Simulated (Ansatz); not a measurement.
BN: equation of state with PBE

Crystal: BN.

```xyz
4
Lattice="2.4982 0.0000 0.0000 -1.2491 2.1635 0.0000 0.0000 0.0000 6.6357" Properties=species:S:1:pos:R:3 pbc="T T T"
N     1.2491    0.7212    1.6589
N     0.0000    1.4424    4.9768
B     1.2491    0.7212    4.9768
B     0.0000    1.4424    1.6589
```

```json
{
 "Program": "Ansatz 0.2.0",
 "Task": "equation of state",
 "Functional": "PBE",
 "Potentials or basis": "Ansatz PAW",
 "Cutoff": "420 eV",
 "Density cutoff": "1680 eV",
 "k mesh": "12 × 12 × 4",
 "Occupations": "fermi-dirac, width 0.05 eV",
 "Spin": "no spin polarisation"
}
```

- Equilibrium volume: 9.15 Å³/atom
- Bulk modulus at fixed shape and positions: 237 GPa
- Pressure derivative of the bulk modulus: 3.5

Energy against volume, from the lowest point:
| volume (Å³/atom) | energy (meV/atom) |
| --- | --- |
| 8.429 | 48.07 |
| 8.608 | 26.41 |
| 8.787 | 11.54 |
| 8.967 | 2.94 |
| 9.146 | 0.00 |
| 9.325 | 2.30 |
| 9.505 | 9.35 |

All runs of the series together: 6.6 s on 2 threads of Arm Neoverse V2, with other jobs on the host.

Caveat: the cell was scaled at fixed shape and fractional positions, which overstates the stiffness of a crystal with free parameters, most of all of layers and chains; this functional lacks dispersion, which binds the layers, so the pressure and a relaxed spacing across them are unreliable.
